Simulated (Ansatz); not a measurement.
# SiC (rock salt): the cost of one run

Computed with Ansatz 0.2.0 (DFT PBE0, scalar-relativistic, plane waves, PAW, unless a step's input says otherwise).

1 further run of the same task is left out (for a known fault of the program).

## 1. Starting point

The structure is cubic, space group Fm-3m (No. 225). Conventional cell: a = 4.080 Å, b = 4.080 Å, c = 4.080 Å, α = 90.00°, β = 90.00°, γ = 90.00°. Si (site symmetry m-3m) has 6 C at 2.04 Å as nearest neighbours. C (site symmetry m-3m) is surrounded by 6 Si at 2.04 Å.

Structure file:

```xyz
2
Lattice="0.0000 2.0400 2.0400 2.0400 0.0000 2.0400 2.0400 2.0400 0.0000" Properties=species:S:1:pos:R:3 pbc="T T T"
Si    0.0000    0.0000    0.0000
C     2.0400    2.0400    2.0400
```

## 2. Volume × 1.03

input.yaml reads:

```yaml
crystal:
  lattice:
    - [0.0, 2.0400013008, 2.0400013008]
    - [2.0400013008, 0.0, 2.0400013008]
    - [2.0400013008, 2.0400013008, 0.0]
  atoms:
    - { symbol: Si, position: [0.0, 0.0, 0.0] }
    - { symbol: C, position: [0.5, 0.5, 0.5] }
scf:
  occupations: { method: gaussian, width: 0.05 }
output:
  forces: true
  stress: true
  eigenvalues: true
  write_density: true
  write_potential: true
  elf: true
  volumetric_format: npy
hamiltonian:
  xc: pbe0
basis:
  ecutwfc: 560
kpoints:
  mp_grid: { grid: [10, 10, 10] }
```

Run with:

```console
> ansatz run input.yaml --threads 8 --pin off --max-ram 16384MiB --backend cpu --events-out ev --progress --plain --runs-dir out
```

Q: Estimate wall time and peak memory on 8 threads of Arm Neoverse V2, shared host.

About 9.6 s, with a peak of 2 GiB.
